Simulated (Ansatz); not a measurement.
**Polymorphs of In₅Sb₂As₃**

Level of theory: DFT PBE, scalar-relativistic, plane waves, PAW in Ansatz. All cells share a 420 eV cutoff and Γ-centred k meshes spaced at most about 0.3 Å⁻¹ (about 0.25 or finer for metals, 2π included). No spin polarisation.

The zero of energy is the elements' standard structures at the same level; no fitted shifts are applied.

All energies are static (0 K, no zero-point motion). Larger cells and other orderings weren't all tried, so the list isn't exhaustive. For metals, differences of a few meV/atom aren't resolved. Spin–orbit coupling, which can matter for Sb, is left out. The reference form of As is held partly by dispersion forces, which this level lacks.

Invented guesses were relaxed alike, and ends that match in structure were merged. ΔE counts from the first row. Coordination counts In or Sb atoms around As (for each partner element, those within 1.25 times its shortest distance or 1.15 times the sum of covalent radii, where it is the nearest in units of that sum or under 1.3; a slash parts the counts of unlike sites). The ends were matched against large subsets of the Crystallography Open Database and the Materials Project, so a missing match doesn't prove that a structure is unreported.

| # | reached from | type and space group | atoms | Å³/atom | coordination | ΔE (meV/atom) | gap on mesh (eV) | in databases |
| --- | --- | --- | --- | --- | --- | --- | --- | --- |
| 1 | As/Sb ordered on a cell of InSb | P2 (No. 3) | 10 | 25.9 | As 3/4 | 0 | 0.00 | no match |
| 2 | As/Sb ordered on a cell of InSb | Pm (No. 6) | 10 | 26.3 | As 6 | 14 | 0.00 | no match |
| 3 | As/Sb ordered on a cell of InSb, changed on relaxing | Pmmm (No. 47) | 10 | 27.3 | As 2/4 | 21 | 0.00 | no match |

The lowest: Space group P2 (No. 3), monoclinic, a = 8.312 Å, b = 3.012 Å, c = 10.481 Å, β = 99.7°. In on a site of symmetry 1 is surrounded by 2 As at 2.95–3.08 Å, 6 In at 3.01–3.34 Å and 2 As at 3.69–3.71 Å; In on a second site of symmetry 1 has 1 As at 2.87 Å, 4 In at 3.01–3.16 Å, 1 Sb at 3.18 Å and 1 In at 3.34 Å; around In on a site of symmetry 2 lie 2 In at 3.01 Å, 2 Sb at 3.10 Å and 4 In at 3.19–3.25 Å; Sb has 2 As at 2.92–2.97 Å, 2 Sb at 3.01 Å and 2 In at 3.10–3.18 Å; around As on a site of symmetry 2 lie 2 Sb at 2.92 Å, 2 In at 2.95 Å, 2 As at 3.01 Å and 2 In at 3.71 Å; 1 more site not described. Its energy over the elements is +0.08 eV/atom. It can't be a ground state, since the elements alone are lower. An observed structure of this formula, if there is one, may be missing.

```
CELL_PARAMETERS angstrom
8.31211 0.00000 0.00000
0.00000 3.01165 0.00000
-1.76277 0.00000 10.33133
ATOMIC_POSITIONS crystal
In 0.79265 0.40456 0.69033
In 0.63077 0.97228 0.91208
In 0.36923 0.97228 0.08792
In 0.20735 0.40456 0.30967
In 0.00000 0.88482 0.50000
Sb 0.30547 0.08321 0.70600
Sb 0.69453 0.08321 0.29400
As 0.50000 0.18546 0.50000
As 0.08264 0.12981 0.89902
As 0.91736 0.12981 0.10097
```

The second: Space group Pm (No. 6), monoclinic, a = 6.528 Å, b = 5.508 Å, c = 7.321 Å, β = 90.9°. Around In on its first site lie 3 In at 2.98–3.13 Å, 2 Sb at 3.23 Å, 2 As at 3.28 Å and 1 In at 3.37 Å; around In on its second site lie 3 In at 2.98–3.14 Å, 2 As at 3.05 Å, 2 Sb at 3.20 Å and 1 In at 3.34 Å; Sb on its first site is surrounded by 3 As at 2.93–2.95 Å, 4 In at 3.20–3.24 Å and 1 Sb at 3.39 Å; As on its first site is surrounded by 1 As at 2.52 Å, 1 Sb at 2.93 Å, 2 In at 3.07 Å, 1 As at 3.10 Å, 2 In at 3.28 Å and 1 Sb at 3.48 Å; 6 more sites not described. Counting In or Sb atoms around As, the first has As 3/4 and the second has As 6. The first holds Sb–Sb chains (shortest 3.01 Å); the second holds As–As pairs (shortest 2.52 Å). Cells relaxed within their symmetry can be saddle points.

```
In Sb As
1.0
     6.52760    0.00000    0.00000
     0.00000    5.50801    0.00000
    -0.11877    0.00000    7.32043
In Sb As
5 2 3
Direct
  0.96452 0.00000 0.06540
  0.38375 0.00000 0.23434
  0.77137 0.00000 0.45411
  0.17436 0.00000 0.64714
  0.57782 0.00000 0.84437
  0.27987 0.50000 0.43574
  0.09090 0.50000 0.86487
  0.86010 0.50000 0.28935
  0.69471 0.50000 0.59813
  0.45261 0.50000 0.06656
```

Some candidate types were left out of the draw beforehand, so a known form may be missing.
